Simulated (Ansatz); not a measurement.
## Equation of state of cadmium, simple cubic

The calculation used DFT, PBE, plane waves (420 eV) with PAW, scalar-relativistic (Ansatz).

The cell is scaled uniformly from the relaxed one, with fractional coordinates and shape fixed. Energies are extrapolated to zero smearing, pressures are those at the given smearing. Magnetic state: spin not included.

| V (Å³/atom) | E − E₀ (meV/atom) | P (GPa) |
| --- | --- | --- |
| 23.627 | 51.4 | 5.76 |
| 24.701 | 21.4 | 3.35 |
| 25.775 | 5.3 | 1.52 |
| 26.849 | 0.0 | 0.11 |
| 27.923 | 3.0 | -0.95 |
| 28.997 | 12.1 | -1.76 |
| 30.071 | 26.1 | -2.36 |

Task: Fit a third-order Birch-Murnaghan equation.

Result: V₀ = 26.96 Å³/atom, B₀ = 30 GPa, B₀′ = 5.8.
